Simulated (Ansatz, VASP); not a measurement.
**One calculation of Cu, 3 ways**

The starting cell:

```
CELL_PARAMETERS angstrom
0.00000 1.80750 1.80750
1.80750 0.00000 1.80750
1.80750 1.80750 0.00000
ATOMIC_POSITIONS crystal
Cu 0.00000 0.00000 0.00000
```

Alike in all runs: task relaxation of cell and atoms; functional PBE; dispersion D3(BJ); k mesh 13 × 13 × 13; occupations fermi-dirac, width 0.05 eV; no spin polarisation; no spin-orbit coupling.

| program and potentials | plane-wave cutoff (eV) | notes | equilibrium volume (Å³/atom) |
| --- | --- | --- | --- |
| Ansatz, Ansatz PAW | 420 | 19 valence electrons an atom on average | 11.30 |
| VASP, PBE PAW files Cu, 600 eV | 600 | 11 valence electrons an atom on average | 11.34 |
| Ansatz, all-electron LAPW, scalar-relativistic | - | - | 11.30 |

The equilibrium volume spans 11.30 (Ansatz, all-electron LAPW, scalar-relativistic) to 11.34 Å³/atom (VASP, PBE PAW files Cu, 600 eV), with all-electron results at 11.30. Relaxations stop with a little pressure left, so the last digit of a volume isn't settled.

Differences between rows come from potentials, basis sets and numerical settings, since the functional is the same but for its coding. Runs on potential files found faulty are left out.
